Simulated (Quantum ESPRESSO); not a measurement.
**Nb under changes of volume**

One of the cells (18.922 Å³/atom); the others are scaled copies at fixed shape and fractional positions:

```
Nb
1.0
     0.00000    2.11500    2.11500
     2.11500    0.00000    2.11500
     2.11500    2.11500    0.00000
Nb
1
Direct
  0.00000 0.00000 0.00000
```

This isn't the form of Nb at room conditions, which is bcc.

```yaml
Program: Quantum ESPRESSO 7.5
Functional: LDA
Potentials_or_basis: GBRV 1.5 LDA
Cutoff: 612 eV
Density_cutoff: 4898 eV
k_mesh: 11 × 11 × 11
Occupations: fermi-dirac, width 0.05 eV
Spin: no spin polarisation
```

| volume (Å³/atom) | energy over the lowest point (meV/atom) | pressure (GPa) |
| --- | --- | --- |
| 17.786 | 0.00 | -1.4 |
| 18.165 | 6.99 | -5.1 |
| 18.543 | 22.33 | -8.4 |
| 18.922 | ? | ? |
| 19.300 | 74.64 | -14.1 |
| 19.679 | 110.30 | -16.5 |
| 20.057 | 151.46 | -18.6 |

**Question.** What does the run at 18.922 Å³/atom give?

**Answer.** Energy over the lowest point 45.06 meV/atom; pressure -11.4 GPa.

Worked out: A Birch-Murnaghan fit of order 3 (a polynomial in V^(-2/3)) to the other rows has its minimum at 17.68 Å³/atom, just outside them, with B0 = V·E''(V) = 186 GPa and B' = 3.8. It gives 45.12 meV/atom at 18.922 Å³/atom, against the run's 45.06, and -dE/dV = -11.1 GPa, against -11.4.

Energies are extrapolated to zero smearing.
